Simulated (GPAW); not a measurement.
## Nb3Sn: energy against volume and a worked fit

```
Sn Nb
1.0
     5.28210    0.00000    0.00000
     0.00000    5.28210    0.00000
     0.00000    0.00000    5.28210
Sn Nb
2 6
Direct
  0.50000 0.50000 0.50000
  0.00000 0.00000 0.00000
  0.00000 0.50000 0.25000
  0.00000 0.50000 0.75000
  0.50000 0.25000 0.00000
  0.75000 0.00000 0.50000
  0.50000 0.75000 0.00000
  0.25000 0.00000 0.50000
```

The cell was scaled at fixed shape and fractions and run with GPAW, GPAW PAW data sets (gpaw-data 1.2.1), cutoff 600 eV; PBE, k mesh 4 × 4 × 4 on the cell of 8 atoms, fermi-dirac occupations of 0.05 eV, no spin polarisation, no spin-orbit coupling. Energies are those that the program minimises, any entropy of the smearing included. For a metal such a mesh isn't converged to the digits shown.

```tsv
V (Å³/atom)	energy over the lowest row (meV/atom)
17.3164	58.17
17.6848	30.04
18.0533	11.57
18.4217	1.86
18.7901	0.00
19.1586	?
19.5270	17.04
```

Q: Fit the third-order Birch-Murnaghan form, give V0, B0 and B′, and predict the energy left open.

A: With y = (V0/V)^(2/3), E = E0 + (9 V0 B0/16) [(y - 1)³ B′ + (y - 1)² (6 - 4y)]. Least squares through the rows shown give V0 = 18.6960 Å³/atom, E0 = -0.23 meV, B0 = 161.3 GPa (1 eV/Å³ = 160.218 GPa) and B′ = 4.12, with a largest miss of 0.01 meV. At V = 19.1586 the form with these constants gives 5.30 meV; the run gave 5.30 meV an atom. Measured volume: 18.54 Å³/atom at 300 K (arxiv:cond-mat/0403590), so the fit lies +0.8 % from it. The runs are for a static lattice.

The energies trace a single smooth well, and the withheld point falls on the fitted curve. As that point lies inside the sampled range, this tests the interpolation, not the accuracy of the functional. The stiffness is what one expects of a niobium-rich compound: a partly filled 4d band occupies mainly bonding states, and Nb-Nb bonding along the A15 chains, together with Nb d-Sn p hybridisation, resists a change of volume. The positive B′ reflects the steeper rise on compression, where Pauli repulsion between overlapping shells grows faster than the bonding gains.

The fitted volume is slightly above the measured one, in line with PBE's usual tendency to underbind. Zero-point motion and thermal expansion would probably widen that gap rather than close it. In the cubic A15 structure symmetry fixes every atomic coordinate, so uniform scaling omits no internal relaxation. It can't, however, reveal the tetragonal distortion and the accompanying shifts of the chain atoms known at low temperature.
